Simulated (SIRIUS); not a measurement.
# V (Im-3m) in SIRIUS: further runs, part 2 of 2

SIRIUS 7.12.0. Earlier steps stand in the parts before.

### 4 Single point, PBE, collinear spin, ferromagnetic start

File sirius.json:

```json
{
  "control": {
    "processing_unit": "cpu",
    "verbosity": 2,
    "num_bands_to_print": 13,
    "print_forces": true,
    "print_stress": true
  },
  "parameters": {
    "electronic_structure_method": "pseudopotential",
    "xc_functionals": ["XC_GGA_X_PBE", "XC_GGA_C_PBE"],
    "gk_cutoff": 7.8,
    "pw_cutoff": 22.1,
    "ngridk": [12, 12, 12],
    "shiftk": [0, 0, 0],
    "smearing": "fermi_dirac",
    "smearing_width": 0.0018374661,
    "num_bands": 13,
    "num_mag_dims": 1,
    "num_dft_iter": 100,
    "energy_tol": 1e-08,
    "density_tol": 1e-06
  },
  "iterative_solver": {
    "type": "davidson",
    "min_tolerance": 1e-10
  },
  "mixer": {
    "type": "anderson",
    "beta": 0.5,
    "max_history": 8
  },
  "settings": {
    "tol_ne": 1e-10,
    "smooth_initial_mag": true
  },
  "unit_cell": {
    "lattice_vectors": [
      [-2.861706756827, 2.861706756827, 2.861706756827],
      [2.861706756827, -2.861706756827, 2.861706756827],
      [2.861706756827, 2.861706756827, -2.861706756827]
    ],
    "atom_coordinate_units": "lattice",
    "atom_types": ["V"],
    "atom_files": {
      "V": "V.json"
    },
    "atoms": {
      "V": [
        [0.0, 0.0, 0.0, 0.0, 0.0, 2.0]
      ]
    }
  }
}
```

Potentials or basis: SSSP 1.3.0 PBE efficiency.

On the command line:

```console
$ upf_to_json v_pbe_v1.4.uspp.F.UPF
$ OMP_NUM_THREADS=1 sirius.scf --input=sirius.json --output=out.json --task=0
```

What it wrote:

```text
[info] SIRIUS version : 7.12.0
[info] number of MPI ranks           : 1
[info] MPI grid                      : 1 1
[info] maximum number of OMP threads : 1
[fft] FFT context for density and potential
[fft] =====================================
[fft]   comm size                             : 1
[fft]   plane wave cutoff                     : 22.1
[fft]   grid size                             : 40 40 40   total : 64000
[fft]   grid limits                           : -19 20   -19 20   -19 20
[fft]   number of G-vectors within the cutoff : 8559
[fft]   local number of G-vectors             : 8559
[fft]   number of G-shells                    : 463
[fft] FFT context for coarse grid
[fft] =====================================
[fft]   comm size                             : 1
[fft]   plane wave cutoff                     : 15.6
[fft]   grid size                             : 27 27 27   total : 19683
[fft]   grid limits                           : -13 13   -13 13   -13 13
[fft]   number of G-vectors within the cutoff : 2990
[fft]   local number of G-vectors             : 2990
[fft]   number of G-shells                    : 180
[... 417 lines left out ...]
[ground_state]     0.000000    0.00000056209.856012
[ground_state] === stress_vloc ===
[ground_state] -12657.036552    0.000000    0.000000
[ground_state]     0.000000-12657.036552    0.000000
[ground_state]     0.000000    0.000000-12657.036552
[ground_state] === stress_xc ===
[ground_state]  5524.751100    0.000000   -0.000000
[ground_state]     0.000000 5524.751100    0.000000
[ground_state]    -0.000000    0.000000 5524.751100
[ground_state] === stress_core ===
[ground_state]  4072.112087    0.000000    0.000000
[ground_state]     0.000000 4072.112087    0.000000
[ground_state]     0.000000    0.000000 4072.112087
[ground_state] === stress_nonloc ===
[ground_state]  7648.515695    0.000000    0.000000
[ground_state]     0.000000 7648.515695    0.000000
[ground_state]     0.000000    0.000000 7648.515695
[ground_state] === stress_us ===
[ground_state] -6713.399135    0.000000   -0.000000
[ground_state]     0.000000-6713.399135    0.000000
[ground_state]    -0.000000    0.000000-6713.399135
[ground_state] === stress_us_nl ===
[ground_state]   935.116560    0.000000    0.000000
[ground_state]     0.000000  935.116560    0.000000
[ground_state]     0.000000    0.000000  935.116560
[ground_state] === stress_total ===
[ground_state]    55.450520    0.000000    0.000000
[ground_state]     0.000000   55.450520   -0.000000
[ground_state]     0.000000   -0.000000   55.450520
[ground_state] ==== total Forces in Ha/bohr =====
[ground_state] atom:    0, force:       0.0000000      0.0000000      0.0000000
[... 8 lines left out ...]
[ground_state] ==== Ewald forces from ions =====
[ground_state] atom:    0, force:       0.0000000      0.0000000      0.0000000
[~DFT_ground_state] local op. applied: 63813
[~DFT_ground_state] evp. work count: 21469.9
[~DFT_ground_state] number of iterative solver steps: 3105
```

Wall time 32 s (1 thread of Intel Xeon Platinum 8488C (Sapphire Rapids), shared host); peak memory 0.24 GiB.

What came out:

* Free energy: -1973.8313 eV
* Pressure: -5.5 GPa
* Band gap on the k mesh: none (metal or under the smearing width)

Caveat: the starting moments collapsed, and a magnetic state may lie lower.

### 5 Single point, PBE, collinear spin, ferromagnetic start

Changes to sirius.json since step 4:

```diff
@@ -11,4 +11,4 @@
     "xc_functionals": ["XC_GGA_X_PBE", "XC_GGA_C_PBE"],
-    "gk_cutoff": 7.8,
-    "pw_cutoff": 22.1,
+    "gk_cutoff": 9.2,
+    "pw_cutoff": 18.4,
     "ngridk": [12, 12, 12],
@@ -34,2 +34,3 @@
     "tol_ne": 1e-10,
+    "pseudo_grid_cutoff": 6.5,
     "smooth_initial_mag": true
```

Potentials or basis: in-house norm-conserving set, PBE (scalar relativistic).

On the command line:

```console
$ upf_to_json V.upf
$ OMP_NUM_THREADS=1 sirius.scf --input=sirius.json --output=out.json --task=0
```

It took 23 s on 1 thread of Intel Xeon Platinum 8488C (Sapphire Rapids), shared host; peak memory 0.22 GiB.

It converged, with:

| Quantity | Value |
| --- | --- |
| Free energy | -2089.5693 eV |
| Pressure | -5.3 GPa |
| Band gap on the k mesh | none (metal or under the smearing width) |

Caveat: the starting moments collapsed, and a magnetic state may lie lower.

### 6 Single point, PBE, collinear spin, ferromagnetic start

Changes to sirius.json since step 5:

```diff
@@ -39,6 +39,7 @@
     "lattice_vectors": [
-      [-2.861706756827, 2.861706756827, 2.861706756827],
-      [2.861706756827, -2.861706756827, 2.861706756827],
-      [2.861706756827, 2.861706756827, -2.861706756827]
+      [-0.57735026919, 0.57735026919, 0.57735026919],
+      [0.57735026919, -0.57735026919, 0.57735026919],
+      [0.57735026919, 0.57735026919, -0.57735026919]
     ],
+    "lattice_vectors_scale": 4.9566214992,
     "atom_coordinate_units": "lattice",
```

Potentials or basis: PseudoDojo 0.5 PBE standard (scalar relativistic).

On the command line:

```console
$ upf_to_json V.upf
$ OMP_NUM_THREADS=1 sirius.scf --input=sirius.json --output=out.json --task=0
```

Run time: 26 s. Hardware: 1 thread of Intel Xeon Platinum 8488C (Sapphire Rapids), shared host; peak memory 0.22 GiB.

Results (log left out):

* Free energy: -2008.4323 eV
* Pressure: -5.3 GPa
* Band gap on the k mesh: none (metal or under the smearing width)

Caveat: the starting moments collapsed, and a magnetic state may lie lower.

### 7 Single point, PBE, collinear spin, ferromagnetic start

Changes to sirius.json since step 6:

```diff
@@ -11,4 +11,4 @@
     "xc_functionals": ["XC_GGA_X_PBE", "XC_GGA_C_PBE"],
-    "gk_cutoff": 9.2,
-    "pw_cutoff": 18.4,
+    "gk_cutoff": 6.4,
+    "pw_cutoff": 20.0,
     "ngridk": [12, 12, 12],
@@ -34,3 +34,2 @@
     "tol_ne": 1e-10,
-    "pseudo_grid_cutoff": 6.5,
     "smooth_initial_mag": true
@@ -39,7 +38,6 @@
     "lattice_vectors": [
-      [-0.57735026919, 0.57735026919, 0.57735026919],
-      [0.57735026919, -0.57735026919, 0.57735026919],
-      [0.57735026919, 0.57735026919, -0.57735026919]
+      [-2.861706756827, 2.861706756827, 2.861706756827],
+      [2.861706756827, -2.861706756827, 2.861706756827],
+      [2.861706756827, 2.861706756827, -2.861706756827]
     ],
-    "lattice_vectors_scale": 4.9566214992,
     "atom_coordinate_units": "lattice",
```

Potentials or basis: JTH 2.0 PBE (PAW).

On the command line:

```console
$ upf_to_json V.GGA_PBE-JTH.UPF
$ OMP_NUM_THREADS=1 sirius.scf --input=sirius.json --output=out.json --task=0
```

It took 35 s on 1 thread of Intel Xeon Platinum 8488C (Sapphire Rapids), shared host; peak memory 0.2 GiB.

It converged, with:

```
Free energy            : -2912.0018 eV
Pressure               : -4.6 GPa
Band gap on the k mesh : none (metal or under the smearing width)
```

Caveat: the starting moments collapsed, and a magnetic state may lie lower.

### 8 The reference run

An earlier run on the cell as given: functional PBEsol; potentials or basis PseudoDojo 0.4.1 PBEsol standard (scalar relativistic); cutoff 1152 eV; density cutoff 4606 eV; k mesh 12 × 12 × 12; occupations fermi-dirac, width 0.05 eV; collinear spin, ferromagnetic start; starting moments [2.0] μB.

* Pressure: -12.0 GPa
* Band gap on the k mesh: none (metal or under the smearing width)
